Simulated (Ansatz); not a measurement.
Sn under changes of volume

One of the cells (28.673 Å³/atom); the others are scaled copies at fixed shape and fractional positions:

```
CELL_PARAMETERS angstrom
-1.72654 1.77555 2.33834
1.72654 -1.77555 2.33834
1.72654 1.77555 -2.33834
ATOMIC_POSITIONS crystal
Sn 0.00000 0.00000 0.00000
```

This isn't the form of Sn at room conditions, which is tetragonal (white tin).

- Program: Ansatz 0.2.0
- Functional: LDA
- Potentials or basis: all-electron LAPW, scalar-relativistic
- Cutoff: 155 eV (chosen from the basis error)
- Basis error allowed: 0.001 eV/atom
- k mesh: 11 × 11 × 11
- Occupations: fermi-dirac, width 0.05 eV
- Spin: no spin polarisation

```csv
volume (Å³/atom),energy over the lowest point (meV/atom),pressure (GPa)
26.953,0.00,-2.2
27.526,9.51,-3.2
28.100,22.37,-4.0
28.673,38.16,-4.8
29.247,56.53,-5.5
29.820,?,?
30.394,99.76,-6.6
```

Question: What does the run at 29.820 Å³/atom give?

Answer: Energy over the lowest point 77.12 meV/atom; pressure -6.1 GPa.

Worked out: A Birch-Murnaghan fit of order 3 (a polynomial in V^(-2/3)) to the other rows has no minimum within the range. It gives 77.14 meV/atom at 29.820 Å³/atom, against the run's 77.12, and -dE/dV = -6.0 GPa, against -6.1.

Energies are extrapolated to zero smearing.
